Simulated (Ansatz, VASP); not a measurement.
# Al5GaP6: VASP beside Ansatz, part 3 of 3

One calculation is typed for both programs; each brings its own data sets. How far apart do they land? The cell is taken from a series of runs on this material, whose earlier steps may have relaxed, scaled, displaced or heated it; both programs get it as it stands.

VASP 6.6.1 and Ansatz 0.2.0.

So far: The starting structure; VASP: relaxation of cell and atoms, PBEsol, pair 1; Ansatz: relaxation of cell and atoms, PBEsol, pair 1; Side by side; Ansatz: relaxation of cell and atoms, PBEsol, pair 2; VASP: relaxation of cell and atoms, PBEsol, pair 2.

### Step 8. VASP: relaxation of cell and atoms, PBEsol, pair 3

Level of this step: PBEsol; plane waves and PAW (Ga_d, P, Al) (VASP).

The relaxed volume is the usual yardstick between codes: in a stiff, nearly cubic crystal its relative difference is about their pressure difference at one cell divided by the bulk modulus.

INCAR reads:

```
SYSTEM = AlGa2P3
PREC = Accurate
ENCUT = 500
EDIFF = 1E-07
NELM = 120
ISMEAR = -1
SIGMA = 0.02
LREAL = .FALSE.
ALGO = Normal
GGA = PS
NBANDS = 56
LORBIT = 11
LWAVE = .FALSE.
LCHARG = .FALSE.
ISIF = 3
IBRION = 2
NSW = 80
EDIFFG = -0.005
LASPH = .TRUE.
GGA_COMPAT = .FALSE.
NELMIN = 4
EFERMI = MIDGAP
KPAR = 2
```

POSCAR reads:

```
AlGa2P3
1.0
    3.8542620000      0.0000000000      0.0000000000
    0.0000000000      3.8542620000      0.0000000000
    0.0000000000      0.0000000000     16.3517500000
Ga P Al
4 6 2
Direct
    0.0000000000      0.0000000000      0.0416717477
    0.5000000000      0.5000000000      0.2083282217
    0.0000000000      0.0000000000      0.3749846958
    0.5000000000      0.5000000000      0.5416411699
    0.5000000000      0.0000000000      0.1250000153
    0.0000000000      0.5000000000      0.2916564894
    0.5000000000      0.0000000000      0.4583129634
    0.0000000000      0.5000000000      0.6249694375
    0.5000000000      0.0000000000      0.7916412005
    0.0000000000      0.5000000000      0.9583282523
    0.0000000000      0.0000000000      0.7082976440
    0.5000000000      0.5000000000      0.8749846958
```

KPOINTS reads:

```
Automatic mesh
0
Gamma
6 6 2
0 0 0
```

Potentials, in the order of the species: Ga_d, P and Al (PBE family, release 64).

Started as:

```console
mpirun -np 2 vasp_std
```

Numbers of over 12 decimals in the logs are rounded to 6 here.

The program printed:

```text
[... set-up lines as in an earlier step ...]
 entering main loop
       N       E                     dE             d eps       ncg     rms          rms(c)
DAV:   1     0.762042828872E+03    0.76204E+03   -0.35944E+04  3952   0.199E+03
DAV:   2     0.707576412394E+02   -0.69129E+03   -0.66055E+03  3920   0.574E+02
DAV:   3    -0.545771270629E+02   -0.12533E+03   -0.12022E+03  4208   0.167E+02
DAV:   4    -0.632645744674E+02   -0.86874E+01   -0.86288E+01  4752   0.452E+01
[...]
DAV:  14    -0.616361586074E+02   -0.19734E-05   -0.65289E-06  4224   0.306E-02    0.252E-03
DAV:  15    -0.616361587702E+02   -0.16274E-06   -0.14394E-06  4488   0.211E-02    0.135E-03
DAV:  16    -0.616361588084E+02   -0.38215E-07   -0.74033E-07  3800   0.630E-03
   1 F= -.61636159E+02 E0= -.61636159E+02  d E =-.616362E+02
[... from here on, the cycles between the ionic steps are left out ...]
   2 F= -.61636862E+02 E0= -.61636862E+02  d E =-.703221E-03
   3 F= -.61637211E+02 E0= -.61637211E+02  d E =-.105219E-02
   4 F= -.61637631E+02 E0= -.61637631E+02  d E =-.419568E-03
   5 F= -.61637822E+02 E0= -.61637822E+02  d E =-.610729E-03
   6 F= -.61638002E+02 E0= -.61638002E+02  d E =-.180681E-03
   7 F= -.61638335E+02 E0= -.61638335E+02  d E =-.513241E-03
   8 F= -.61638380E+02 E0= -.61638380E+02  d E =-.557984E-03
   9 F= -.61638392E+02 E0= -.61638392E+02  d E =-.125671E-04
 trial-energy change:   -0.000013  1 .order   -0.000015   -0.000062    0.000032
 step:   0.8530(harm=  0.9010)  dis= 0.00047  next Energy=   -61.638399 (dE=-0.188E-04)
 reached required accuracy - stopping structural energy minimisation
```

OUTCAR, selected parts (step 8):

```text
  Total       -0.0516888     -0.0500696     -0.0439933      0.0000000      0.0000000      0.0000000
  in kB       -0.3410873     -0.3304027     -0.2903057      0.0000000      0.0000000      0.0000000
  external PRESSURE =      -0.3205985 kB  Pullay stress =       0.0000000 kB

 POSITION                                       TOTAL-FORCE (eV/Angst)
 -----------------------------------------------------------------------------------
      0.00000      0.00000      0.69674         0.000000      0.000000     -0.002224
      1.92819      1.92818      3.40649         0.000000      0.000000      0.000167
      0.00000      0.00000      6.11659         0.000000      0.000000      0.000382
      1.92819      1.92818      8.82630         0.000000      0.000000      0.003327
      1.92819      0.00000      2.05189         0.000000      0.000000      0.002931
      0.00000      1.92818      4.76156         0.000000      0.000000     -0.000232
      1.92819      0.00000      7.47125         0.000000      0.000000     -0.003942
      0.00000      1.92818     10.18645         0.000000      0.000000      0.001100
      1.92819      0.00000     12.92461         0.000000      0.000000      0.000739
      0.00000      1.92818     15.66282         0.000000      0.000000     -0.001053
      0.00000      0.00000     11.55342         0.000000      0.000000      0.002353
      1.92819      1.92818     14.29592         0.000000      0.000000     -0.003548
 -----------------------------------------------------------------------------------
    total drift:                                0.000000      0.000000     -0.000153

  FREE ENERGIE OF THE ION-ELECTRON SYSTEM (eV)
  ---------------------------------------------------
  free  energy   TOTEN  =       -61.6383922751 eV

  energy  without entropy=      -61.6383922751  energy(sigma->0) =      -61.63839228

[... 1 part as in an earlier step ...]

[... 3 further parts left out ...]
[key lines of the parts left out:]
E-fermi :   5.2852
```

### Step 9. Ansatz: relaxation of cell and atoms, PBEsol, pair 3

The same cell, functional, mesh and smearing now go to Ansatz, which takes its cutoff from its data sets.

The cell is taken from a series of runs on this material, whose earlier steps may have relaxed, scaled, displaced or heated it; both programs get it as it stands.

input.yaml reads:

```yaml
crystal:
  lattice:
    - [3.8542622876, 0.0, 0.0]
    - [0.0, 3.8542622876, 0.0]
    - [0.0, 0.0, 16.3517500344]
  atoms:
    - { symbol: Ga, position: [0.0, 0.0, 0.041671763] }
    - { symbol: P, position: [0.5, 0.0, 0.125] }
    - { symbol: Ga, position: [0.5, 0.5, 0.208328237] }
    - { symbol: P, position: [0.0, 0.5, 0.2916564741] }
    - { symbol: Ga, position: [0.0, 0.0, 0.3749847111] }
    - { symbol: P, position: [0.5, 0.0, 0.4583129482] }
    - { symbol: Ga, position: [0.5, 0.5, 0.5416411852] }
    - { symbol: P, position: [0.0, 0.5, 0.6249694222] }
    - { symbol: Al, position: [0.0, 0.0, 0.7082976593] }
    - { symbol: P, position: [0.5, 0.0, 0.7916411852] }
    - { symbol: Al, position: [0.5, 0.5, 0.8749847111] }
    - { symbol: P, position: [0.0, 0.5, 0.958328237] }
kpoints:
  mp_grid: { grid: [6, 6, 2] }
hamiltonian:
  xc: pbesol
  pseudopotentials: { kind: paw, azcp: { folder: soft_1 }, xc_functional: pbe }
scf:
  occupations: { method: fermi_dirac, width: 0.02 }
relax:
  f_tol: 0.015
  max_steps: 100
  cell: {}
output:
  write_density: true
  write_potential: true
  elf: true
  volumetric_format: npy
```

Started as:

```console
ansatz run input.yaml --threads 3 --pin off --max-ram 92160MiB --backend cuda --events-out ev --progress --plain --runs-dir out --devices 1 --max-vram 13GiB
```

The program printed:

```text
[...]
GPUs: using 1 of 1 available (devices: 1).
[...]
GPU FFT provider: cuFFT
GPU libraries: cuBLAS 13.8.2, cuFFT 12.4.0, cuSOLVER 12.3.4
Crystal: 12 atoms, lattice volume = 242.911 Å³
Basis set: ecut = 420 eV, 4743 PW (Γ), exchange–correlation on 54×54×240 points (8 copies of the dense FFT grid, shifted against one another)
[...]
- { symbol: Ga, position: [-2.2535756685712837e-19, 0, 0.374666] }
    - { symbol: P, position: [0.5, 0.0, 0.457659] }
    - { symbol: Ga, position: [0.5, 0.5, 0.540721] }
    - { symbol: P, position: [-6.313108346240838e-19, 0.5, 0.624076] }
    - { symbol: Al, position: [-4.069872955636611e-19, 0.0, 0.707722] }
    - { symbol: P, position: [0.5, 0, 0.791651] }
    - { symbol: Al, position: [0.5, 0.5, 0.875581] }
    - { symbol: P, position: [6.350170988355295e-19, 0.5, 0.959227] }
[key lines of the parts left out:]
SCF converged after 6 iterations
Free energy (F): -20467.672647 eV
Fermi energy:    7.043637 eV
P = ⅓ Tr σ = -0.0139 GPa (-0.139 kbar)
```

### Step 10. Comparison

Compared:

```
                                         quantity  Ansatz    VASP  difference
                                      volume (Å³)  242.87  242.80     +0.03 %
edge a after relaxation, in the typed setting (Å)   3.858   3.856     +0.04 %
edge c after relaxation, in the typed setting (Å)  16.316  16.326     -0.06 %
```

### Step 11. Summary of results

```json
{
 "difference in volume (relaxation of cell and atoms, PBEsol, pair 1)": "-0.021 %",
 "difference in edge c after relaxation, in the typed setting (relaxation of cell and atoms, PBEsol, pair 2)": "-0.026 %",
 "difference in edge c after relaxation, in the typed setting (relaxation of cell and atoms, PBEsol, pair 3)": "-0.061 %"
}
```

What this shows: The difference in edge c after relaxation, in the typed setting is -0.061 % (relaxation of cell and atoms, PBEsol, pair 3), within the 1.2 % picked in this series as the mark of a large difference, as far as the stopping tolerances let one tell. 1 further run of this series is not shown here. Such differences can come from data sets, numerical settings and the points named under the comparisons, not from the functional's error against experiment.

[Lines on the potential files, build, host, timing and source positions are cut from VASP's logs without a mark.]

[Logs are printed without paths, hosts, clocks, repeated set-up lines and the standing remarks that a program may print on its own settings, such as how far it seeks lower states.]

[Hosts, paths, dates, database ids (printed as entryN), source tags and the programs' standing remarks are cut or masked in the printed files.]
